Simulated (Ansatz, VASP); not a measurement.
**Two plane-wave programs on KBr**

```
K Br
1.0
     0.00000    3.29454    3.29454
     3.29454    0.00000    3.29454
     3.29454    3.29454    0.00000
K Br
1 1
Cartesian
  0.0000 0.0000 0.0000
  3.2945 3.2945 3.2945
```

Alike in both runs: task relaxation of cell and atoms; functional PBE; k mesh 6 × 6 × 6; occupations gaussian, width 0.02 eV; no spin polarisation.

```csv
,VASP,Ansatz
version,VASP 6.6.1,Ansatz 0.2.0
potentials or method,"VASP PAW PBE potentials, release 64 (K_sv, Br)","scalar-relativistic, plane waves, PAW"
plane-wave cutoff (eV),600,420
valence electrons in the cell,16,16
```

Ansatz gave:

| Quantity | Value |
| --- | --- |
| gap on the k mesh at the Fermi level, each at its own relaxed structure (eV) | 4.32 |
| relaxed volume (Å³/atom) | 37.59 |
| relaxed cell length with the largest relative difference (Å) | 4.738 |
| energy change over the relaxation (meV/atom) | -5 |

Problem. Which values does VASP return?

Solution. gap on the k mesh at the Fermi level, each at its own relaxed structure (eV): 4.30; relaxed volume (Å³/atom): 37.76; relaxed cell length with the largest relative difference (Å): 4.744; energy change over the relaxation (meV/atom): -5.

Expect the measured gap to be larger: semilocal functionals such as PBE lack the derivative discontinuity.
